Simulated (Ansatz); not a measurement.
C: opening a crack plane

C, P6_3/mmc, a = 2.465 Å, c = 6.738 Å. Ansatz: PBE+D3(BJ), PAW, 420 eV, Γ-centred 22×22×4 mesh on 8 atoms, Gaussian smearing 0.15 eV; no spin polarisation. One cut on (001) per cell of 8 atoms is opened rigidly by x, between planes of C and C that stand 3.37 Å apart; y is the energy per area (5.262 Å², 1 eV/Å² = 16.02 J/m²).

```tsv
x (Å)	y (J/m²)
0.00	0.000
0.25	0.022
0.50	0.066
0.75	0.113
1.00	0.156
1.50	0.222
2.00	?
3.00	0.313
```

Task: Fit the universal binding curve y = W[1 − (1 + x/l) e^(−x/l)] to the other rows, give the peak stress, and predict the missing value.

Result: Least squares gives W = 0.326 J/m² and l = 0.622 Å. The stress dy/dx peaks at x = l with W/(e l) = 1.9 GPa, for rigid faces. At x = 2.00: x/l = 3.215, y = 0.271 J/m². The run gave 0.266 J/m², so the fit is 0.005 J/m² too high, within twice the rms miss on the fitted rows (0.003 J/m²).

Cost: 10 runs of about 3.2 core-minutes in all, on Arm Neoverse V1 (shared hosts).